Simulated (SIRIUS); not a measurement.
## Pt in SIRIUS: the effect of target pressure

Pt:

```xyz
1
Lattice="0.0000 1.9609 1.9609 1.9609 0.0000 1.9609 1.9609 1.9609 0.0000" Properties=species:S:1:pos:R:3 pbc="T T T"
Pt    0.0000    0.0000    0.0000
```

Alike in all runs:

| Quantity | Value |
| --- | --- |
| Program | SIRIUS 7.10.0 |
| Task | relaxation of cell and atoms |
| Functional | PBE |
| Potentials or basis | PseudoDojo 0.4.1 PBE standard (scalar relativistic) |
| Cutoff | 1152 eV |
| Density cutoff | 4606 eV |
| k mesh | 6 × 6 × 6 |
| Occupations | fermi-dirac, width 0.05 eV |
| Spin | no spin polarisation |

Each run relaxes the cell or the atoms first.

```tsv
target pressure	relaxed volume (Å³/atom)
0 GPa	?
5 GPa	15.17
10 GPa	14.92
20 GPa	14.48
30 GPa	14.11
```

What does the run with target pressure 0 GPa give?

Relaxed volume 15.45 Å³/atom.

Worked out: In Murnaghan's law V^(-B') rises as a straight line in P. The other rows fit best with B' = 4.9, V0 = 15.45 Å³/atom and B0 = 263 GPa, which gives 15.45 Å³/atom at 0 GPa, against the run's 15.45.

Caveats: all runs use coarse meshes.
